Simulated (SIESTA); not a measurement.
The system is In.

```
In
1.0
    -1.62547    1.62547    2.47370
     1.62547   -1.62547    2.47370
     1.62547    1.62547   -2.47370
In
1
Direct
  0.00000 0.00000 0.00000
```

Base run:

- Program: SIESTA 5.4.2
- Functional: vdW-DF-C09
- Potentials or basis: PseudoDojo 0.4 standard (PBE files)
- Basis: DZP (energy shift 0.003 Ry; two zetas on semicore shells)
- Grid cutoff: 500 Ry
- Energy shift: 0.003 Ry
- k mesh: 11 × 11 × 11
- Occupations: fermi-dirac, width 0.05 eV
- Spin: no spin polarisation

Its results: band gap on the k mesh none (metal or under the smearing width); pressure 0.0 GPa.

After a change of settings the same cell gave: band gap on the k mesh none (metal or under the smearing width); pressure 6.1 GPa. Which change was it?
A. functional from vdW-DF-C09 to vdW-DF
B. functional from vdW-DF-C09 to vdW-DF-cx
C. functional from vdW-DF-C09 to optB88-vdW
D. functional from vdW-DF-C09 to VV10

A.

Caveats: the potentials were made for another functional, which shifts forces and pressure; spin-orbit coupling is left out, which moves the levels of the heavy elements; the basis of atomic orbitals isn't converged, which shifts pressures, moduli and gaps.

Runs at the PBE level aren't shown here.
